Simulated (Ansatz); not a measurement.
# SiNi3 (Pm-3m) in Ansatz: a series of runs

One crystal, SiNi3, is run at these levels: PBE; tasks: single point, relaxation of cell and atoms.

All numbers are computed with Ansatz 0.2.0; they aren't measurements. Logs are shortened: lines on timing, memory, paths and dates and some standing lists are left out, and cuts for length are marked.

**1. Starting point**

It takes space group Pm-3m (No. 221, cubic). The conventional cell has a = 3.542 Å, b = 3.542 Å, c = 3.542 Å, α = 90.00°, β = 90.00°, γ = 90.00°. Around Ni (site symmetry 4/mmm) lie 8 Ni at 2.50 Å and 4 Si at 2.50 Å. Si (site symmetry m-3m) has 12 Ni at 2.50 Å as nearest neighbours.

**2. Single point, PBE, collinear spin, ferrimagnetic start**

Input file input.yaml:

```yaml
crystal:
  lattice:
    - [3.542, 0.0, 0.0]
    - [0.0, 3.542, 0.0]
    - [0.0, 0.0, 3.542]
  atoms:
    - { symbol: Ni, position: [0.5, 0.5, 0.0], spin: 1.0 }
    - { symbol: Ni, position: [0.5, 0.0, 0.5], spin: -0.5 }
    - { symbol: Ni, position: [0.0, 0.5, 0.5], spin: 1.0 }
    - { symbol: Si, position: [0.0, 0.0, 0.0] }
hamiltonian:
  xc: pbe
  pseudopotentials: { kind: paw }
magnetization:
  spin_polarized: true
kpoints:
  mp_grid: { grid: [8, 8, 8] }
scf:
  occupations: { method: fermi_dirac, width: 0.05 }
output:
  forces: true
  stress: true
  eigenvalues: true
```

Potentials or basis: Ansatz PAW.

On the command line:

```
$ ansatz run input.yaml --threads 2 --pin off --max-ram 5632MiB --backend cpu --events-out ev --progress --plain --runs-dir out
```

What it wrote:

```text
Warning: RAYON_NUM_THREADS=2 ignored (pool sized by the plan → 2); use --threads N
Engine: ansatz 0.2.0, aarch64-unknown-linux-gnu
Pseudopotentials: kind: paw
Pseudopotential: Ni, paw, valence charge 18, recommended cutoff 420 eV (normal), Ni.paw.azcp
Pseudopotential: Si, paw, valence charge 4, recommended cutoff 420 eV (normal), Si.paw.azcp
Functional definition: PBE
  parameter kappa = 0.804
  parameter beta = 0.06672455060314922
  exchange = pbe_x(kappa = kappa, mu = beta*pi^2/3)
  correlation = pbe_c(beta = beta)
Crystal: 4 atoms, lattice volume = 44.437 Å³
Basis set: ecut = 420 eV, 895 PW (Γ), exchange–correlation on 48×48×48 points (8 copies of the dense FFT grid, shifted against one another)
Bands: 37, of which v1, the nominal top of the filled ones, is band 29 counted from 1 (28 counted from 0)
Symmetry: 16 space group operations
Space group: P4/mmm (ITA 123), of the structure as read, at distance tolerance 3.5e-5 Å
Magnetic group: BNS 123.339 (UNI 999), of the structure as read, at distance tolerance 3.5e-5 Å
k-points: 75 of 512
Non-local potential: Ni, projectors of the file, l = 0: 3, l = 1: 2, l = 2: 3, l = 3: 1
Non-local potential: Si, projectors of the file, l = 0: 2, l = 1: 2, l = 2: 2
PAW form: soft (Blöchl's): semilocal exchange-correlation on the pseudo side does not see the compensation charge
PAW one-centre angular grid: Ni, 590 points (default); XC on 64 Gauss nodes
PAW one-centre angular grid: Si, 110 points (default); XC on 64 Gauss nodes
Initial density: superposition of atomic densities (chi_scale 0.1, normalization cell)
Starting moments: Σ|m| = 2.5 μB on 3 of 4 sites
Initial wavefunctions: pseudopotential atomic-orbital guess
Functional: x = pbe(κ = 0.804, μ = 0.2195149727645171), c = pbe(β = 0.06672455060314922)
iter 1 solved again at ethr=2.08e-3 eV; its pass at ethr=3.10e-3 eV (dr2=1.21e0 eV) is discarded
SCF iter   1: F=—  HF=-18153.412446 eV  |F-HF|=—  |Δ(HF+E_count)|=         —  Δρ=1.04e-1 (↑1.04e-1 ↓7.49e-2)  dr2=1.21e0  dr2_m=2.86e0  M=0.239 μB ∫|m|=0.510 μB  β_m=0.30  ethr=2.08e-3  ⟨swp⟩=1.1  Hψ=26121  notcnv=0
Mixer restart at iter 1: flushing history
preconditioner: auto → Kerker (q_TF=auto, 2.852 Å⁻¹)  [metal: Δε(μ)=0.008 eV  Ē_g=8.070 eV  σ=0.050 eV  W_gap=0.04  n_scr=18 (ndim 8)  ℏωp=32.5 eV  f_vac=0.000  D(μ)=2.94/eV (n_scr^D=26)]
spin=Collinear: Kerker preconditioning applied to the charge; magnetization (m = ρ↑ − ρ↓) channel mixes plain (no charge-response kernel on spin).
SCF iter   2: F=—  HF=-18153.549436 eV  |F-HF|=—  |Δ(HF+E_count)|=   1.37e-1  Δρ=7.44e-2 (↑6.05e-2 ↓7.44e-2)  dr2=4.97e-1  dr2_m=1.73e0  M=0.169 μB ∫|m|=0.371 μB  β_m=0.54  ethr=2.08e-3  ⟨swp⟩=2.0  Hψ=8510  notcnv=0
SCF iter   3: F=—  HF=-18155.674891 eV  |F-HF|=—  |Δ(HF+E_count)|=    2.13e0  Δρ=4.65e-2 (↑3.29e-2 ↓4.65e-2)  dr2=5.14e-1  dr2_m=5.63e-1  M=0.112 μB ∫|m|=0.222 μB  β_m=0.77  ethr=8.58e-4  ⟨swp⟩=2.7  Hψ=9765  notcnv=0  defer=270
SCF iter   4: F=—  HF=-18156.920588 eV  |F-HF|=—  |Δ(HF+E_count)|=    1.25e0  Δρ=2.40e-2 (↑1.95e-2 ↓2.40e-2)  dr2=7.02e-1  dr2_m=2.95e-3  M=0.024 μB ∫|m|=0.052 μB  β_m=0.77  ethr=8.58e-4  ⟨swp⟩=3.0  Hψ=9657  notcnv=0  defer=270
SCF iter   5: F=—  HF=-18156.777034 eV  |F-HF|=—  |Δ(HF+E_count)|=   1.44e-1  Δρ=7.21e-3 (↑7.21e-3 ↓5.44e-3)  dr2=3.28e-2  dr2_m=8.77e-4  M=0.017 μB ∫|m|=0.030 μB  β_m=0.89  ethr=8.58e-4  ⟨swp⟩=2.9  Hψ=9573  notcnv=0  defer=277
SCF iter   6: F=—  HF=-18156.791147 eV  |F-HF|=—  |Δ(HF+E_count)|=   1.41e-2  Δρ=8.08e-3 (↑7.93e-3 ↓8.08e-3)  dr2=6.94e-2  dr2_m=1.05e-4  M=0.008 μB ∫|m|=0.014 μB  β_m=0.89  ethr=5.65e-5  ⟨swp⟩=2.1  Hψ=10672  notcnv=0  defer=277
SCF iter   7: F=—  HF=-18156.782214 eV  |F-HF|=—  |Δ(HF+E_count)|=   8.93e-3  Δρ=1.32e-3 (↑9.38e-4 ↓1.32e-3)  dr2=1.07e-3  dr2_m=1.57e-4  M=0.004 μB ∫|m|=0.007 μB  β_m=0.94  ethr=5.65e-5  ⟨swp⟩=2.0  Hψ=8744  notcnv=0  defer=274
SCF iter   8: F=—  HF=-18156.782394 eV  |F-HF|=—  |Δ(HF+E_count)|=   1.81e-4  Δρ=4.24e-4 (↑1.50e-4 ↓4.24e-4)  dr2=8.88e-5  dr2_m=1.04e-5  M=0.002 μB ∫|m|=0.004 μB  β_m=0.97  ethr=1.85e-6  ⟨swp⟩=2.0  Hψ=8115  notcnv=0  defer=270
SCF iter   9: F=—  HF=-18156.782371 eV  |F-HF|=—  |Δ(HF+E_count)|=   2.36e-5  Δρ=1.28e-4 (↑1.28e-4 ↓7.64e-5)  dr2=1.07e-5  dr2_m=1.35e-6  M=0.001 μB ∫|m|=0.001 μB  β_m=0.99  ethr=1.53e-7  ⟨swp⟩=2.2  Hψ=7819  notcnv=0  defer=270
SCF iter  10: F=—  HF=-18156.782370 eV  |F-HF|=—  |Δ(HF+E_count)|=   7.62e-7  Δρ=6.21e-5 (↑6.21e-5 ↓3.02e-5)  dr2=2.61e-6  dr2_m=1.79e-7  M=0.000 μB ∫|m|=0.001 μB  β_m=0.98  ethr=1.84e-8  ⟨swp⟩=1.2  Hψ=5605  notcnv=0  defer=270
SCF iter  11: F=—  HF=-18156.782370 eV  |F-HF|=—  |Δ(HF+E_count)|=   3.49e-7  Δρ=3.61e-5 (↑3.61e-5 ↓3.55e-5)  dr2=1.68e-6  dr2_m=6.02e-9  M=0.000 μB ∫|m|=0.000 μB  β_m=0.99  ethr=4.51e-9  ⟨swp⟩=2.0  Hψ=7430  notcnv=0  defer=270
SCF iter  12: F=—  HF=-18156.782370 eV  |F-HF|=—  |Δ(HF+E_count)|=   6.28e-8  Δρ=2.14e-5 (↑2.03e-5 ↓2.14e-5)  dr2=5.65e-7  dr2_m=1.07e-9  M=0.000 μB ∫|m|=0.000 μB  β_m=0.82  ethr=2.89e-9  ⟨swp⟩=1.0  Hψ=5555  notcnv=0  defer=270
SCF iter  13: F=—  HF=-18156.782369 eV  |F-HF|=—  |Δ(HF+E_count)|=   8.42e-8  Δρ=4.33e-6 (↑4.33e-6 ↓3.50e-6)  dr2=1.95e-8  dr2_m=1.40e-10  M=0.000 μB ∫|m|=0.000 μB  β_m=0.73  ethr=9.73e-10  ⟨swp⟩=2.0  Hψ=6867  notcnv=0  defer=270
SCF iter  14: F=-18156.782369 eV  HF=-18156.782369 eV  |F-HF|=4.78e-8  |Δ(HF+E_count)|=  2.33e-10  Δρ=6.31e-6 (↑6.27e-6 ↓6.31e-6)  dr2=5.34e-8  dr2_m=8.22e-12  M=0.000 μB ∫|m|=0.000 μB  ethr=3.37e-11  ⟨swp⟩=7.3  Hψ=20998  notcnv=0
SCF 1 converged in 14 iterations: F = -18156.782369 eV  dr2 = 5.34e-8
WARN: the starting moments were not kept: the SCF closed with an absolute magnetisation of 9.0e-6 μB, where they sum to 2.5 μB in size (3 sites). That is at most 0.1 of that sum. Measured as dr2_m measures the in/out step, that magnetisation stands 5.7e-11 eV from none, at or under the dr2_threshold of 1.0e-7 eV: it is no larger than a step whose dr2_m would equal this threshold. The system may hold no moment; this SCF shows only that its start led to no more than that. To try another start: raise the starting moments (crystal.atoms[].spin, magnetization.per_species, magnetization.initial_magnetization, or on a non-collinear deck that types none of these the spinor_matrix: blocks that start its atoms; where the total moment is fixed, keep their sum and leave initial_magnetization as it is; typed ones take the place of any that the run laid by itself, positive ones on a crystal's lanthanoids without a Hubbard term where scf.initial_density.shell_occupations: [] is typed) or, if the notice of its spin-set hold's release reads "site moments contracting" or "site moments show no strong build", lengthen the hold (scf.mixing.spin_hold: { on: { confirm: 4 } }; for m-r²SCAN on two components see the key's manual first). Each may lead to a state that holds a moment. A second SCF, from the converged charge density, with the starting moments and any scf.initial_density.shell_occupations laid on it anew, would have followed, and was not run: the deck does not ask for one (magnetization.retry_lost_moments is false, the default). To let it run, set magnetization.retry_lost_moments: true and run the deck again, where that key's refused combinations let it; where memory then withholds it, that run's warning says so.
SCF converged after 14 iterations
Magnetization: 0.0000 μB (29.0000 up, 29.0000 down)
Absolute magnetization: 0.0000 μB (∫|ρ↑−ρ↓|, with the PAW one-centre terms)
Spin contamination: 0.0000 ħ² per cell (⟨S²⟩ above its minimum at these occupations)
Per-site moments (μB) at R_I (Å): [(2.212589429599708e-6, 1.0331360403221348), (2.484209865131305e-6, 1.0331360403221348), (2.2125894294253913e-6, 1.0331360403221348), (-3.1921975340496235e-7, 1.0331360403221348)]
Free energy (F): -18156.782369 eV
Harris-Foulkes:  -18156.782369 eV  (|F-HF|=4.78e-8)
Internal energy: -18156.763395 eV  (E = F + TS)
E sigma→0 (E₀):  -18156.772882 eV
Entropy (-TS):   -0.018975 eV (-4.744 meV/atom)
Fermi energy:    16.859471 eV
--- Per-component energies (eV) ---
  E_band       = -877.864744
  E_kinetic    = 893.175333
  E_local      = -11767.182412  (includes V_loc(G=0)·N_el)
  E_nonlocal   = 1932.722191
  E_hartree    = 5012.713583
  E_xc         = -311.878491
  E_vxc        = -378.003509  (∫ρ·V_xc dr)
  E_paw        = -5404.748152  (= ΣΔE_a)
  E_vpaw       = -1583.997664  (= ΣTr[D̂ρ^β])
  E_aug_tail   = 0.001307  (compensation charges beyond the density's cutoff)
  E_ewald      = -8511.566755
  E_smearing   = -0.018975  (= −TS)
  E_closure    = -0.000000  (closes the sum)
  Σ components = -18156.782369   (vs F -18156.782369, Δ=0.00e0)
--- Forces (eV/Å), atoms counted from 1 ---
  atom   1  Ni     0.00000000     0.00000000     0.00000000
  atom   2  Ni     0.00000000     0.00000000     0.00000000
  atom   3  Ni     0.00000000     0.00000000    -0.00000000
  atom   4  Si    -0.00000000     0.00000000     0.00000000
  max |Σ_I F_I| component: 7.22e-29 eV/Å
--- Stress (GPa, compression-positive) ---
       -6.016009       0.000000       0.000000
        0.000000      -6.016042       0.000000
        0.000000       0.000000      -6.016009
  P = ⅓ Tr σ = -6.0160 GPa (-60.160 kbar)
--- Band table (eV; the first three rows and the last of 150) ---
  k-point 0 ↑: bands = ["-86.2682", "-86.2371", "-86.2370", "-46.7333", "-46.7333", "-46.7333", "-46.6843", "-46.6842", "-46.6842", "-46.5327", "-46.5327", "-46.5326", "5.1063", "12.1158", "12.9468", "12.9469", "13.4495", "13.4495", "13.4495", "15.3705", "15.3705", "15.3706", "15.9527", "15.9527", "15.9527", "16.2562", "16.2563", "16.5752", "16.8863", "16.8864", "16.8864", "21.3661", "23.0071", "23.0071", "27.1296", "27.1296", "27.1296"]
  k-point 1 ↑: bands = ["-86.2671", "-86.2381", "-86.2370", "-46.7308", "-46.7308", "-46.7300", "-46.6851", "-46.6850", "-46.6844", "-46.5365", "-46.5343", "-46.5342", "5.2843", "12.1161", "12.6968", "13.0718", "13.4303", "13.4303", "13.5002", "15.0602", "15.0602", "15.3154", "15.4893", "16.0913", "16.0913", "16.2445", "16.2587", "16.5033", "16.8865", "17.2255", "17.2256", "21.7085", "22.9778", "23.6072", "26.5212", "26.5212", "26.7243"]
  k-point 2 ↑: bands = ["-86.2642", "-86.2410", "-86.2370", "-46.7242", "-46.7241", "-46.7213", "-46.6876", "-46.6876", "-46.6849", "-46.5464", "-46.5385", "-46.5384", "5.8003", "11.3478", "12.6607", "13.3600", "13.3601", "13.4134", "13.6378", "14.7791", "14.7791", "15.0622", "15.1672", "15.9606", "15.9606", "16.0432", "16.2162", "16.3396", "16.8870", "18.1815", "18.1815", "21.8685", "22.8960", "24.7449", "24.8684", "24.8684", "26.8061"]
  k-point 74 ↓: bands = ["-86.2473", "-86.2473", "-86.2472", "-46.7559", "-46.7558", "-46.7558", "-46.6802", "-46.6361", "-46.6360", "-46.6360", "-46.5028", "-46.5028", "8.8345", "12.7075", "12.7075", "12.7075", "13.1956", "13.1956", "13.1956", "14.7357", "14.7357", "14.7357", "15.4657", "15.4657", "15.4658", "15.6682", "15.6683", "16.4261", "16.6592", "16.6592", "16.6592", "17.9409", "20.7083", "20.7083", "20.7083", "33.1008", "33.1009"]
```

Wall time 35 s (2 threads of Arm Neoverse V1, shared host); peak memory 0.55 GiB.

What came out:

- Free energy: -18156.7824 eV
- Pressure: -6.0 GPa
- Band gap on the k mesh: none (metal or under the smearing width)
- Net moment: 0.00 μB per cell
- Absolute moment: 0.00 μB per cell

Caveat: the starting moments weren't kept.

(Part 1 of 2 ends here.)
